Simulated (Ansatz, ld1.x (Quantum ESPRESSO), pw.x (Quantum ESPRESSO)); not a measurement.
**Ru: does the TM potential hold in the solid?**

Ru, norm-conserving Troullier–Martins (Kleinman–Bylander form), made with ld1.x (Quantum ESPRESSO) 7.5 (PBE, scalar-relativistic). Core [Kr], reference 4d7 5s0.75 5p0.25. Waves: 5s (bound): rc 2.60 bohr; 5p (bound): rc 2.85 bohr; 4d (bound): rc 1.25 bohr. Local part: all-electron potential smoothed inside 2.60 bohr (lloc = -2). Core correction: a·sin(br)/r model core inside 0.80 bohr.

Atomic tests: cutoffs needed: 60 Ry and 80 Ry (the cutoffs (Ry, on a coarse ladder) from which the occupation-weighted sum of valence levels, in a spherical-Bessel basis at the reference potential, stays within 10 and 1 mRy of its value at 400 Ry); ghost test: no extra level below or beside the all-electron valence levels (s, p, d, f tested) (spherical-Bessel basis up to 400 Ry, 20 bohr box); largest excitation error: -531 meV (all-electron minus pseudo) for 4d5 5s0 5p0, out of 7 test configurations.

Crystal test: bcc Ru in pw.x 7.5, no spin, 15³ k-points, Fermi–Dirac smearing 0.01 Ry, cutoffs 100/400 Ry. The reference is all-electron LAPW (Ansatz 0.2.0) with the same functional, mesh and smearing; V0 and B0 come from Birch–Murnaghan fits to the pressures at five volumes. Errors are pseudo minus all-electron; Δ is the rms difference of the E(V) curves that follow from these fits, minima aligned, over ±6 % about the mean V0. Mesh and smearing are coarse, so the numbers serve the comparison and aren't converged zero-temperature values; the lattice is a test structure that the element need not adopt.

All-electron: a0 = 3.056 Å (V0 = 14.28 Å³/atom), B0 = 274.2 GPa.

Question: How far does the potential miss the all-electron equation of state?

Answer: mean pressure error (GPa): +8.91; a0 (Å): 3.088; a0 error (%): +1.02; B0 error (%): -4.2; Δ (meV/atom): 26.1. The largest radius (2.85 bohr) exceeds half the bond length (2.50 bohr), so the spheres overlap, which is one possible source of error among others. This is a poor potential for the solid.

```
V (Å³/atom)  P all-electron (GPa)  P pseudo (GPa)
     13.482                 18.03           28.57
     13.837                  9.23           18.87
     14.192                  1.63           10.45
     14.547                 -4.93            3.18
     14.902                -10.59           -3.15
```

Question: At the middle volume, how do free energy and pressure move when the wave cutoff is lowered (ecutrho kept at four times it)?

Answer:

```tsv
cutoff (Ry)	shift of F (meV/atom)	shift of P (GPa)
45	+915.9	-43.25
60	+109.8	-7.33
80	+7.9	-0.29
```

The run at the middle volume (120 k-points, 6 iterations) took about 9.3 s on one core of a shared host (Neoverse-V2, 32 threads, 247 GiB, load 15).
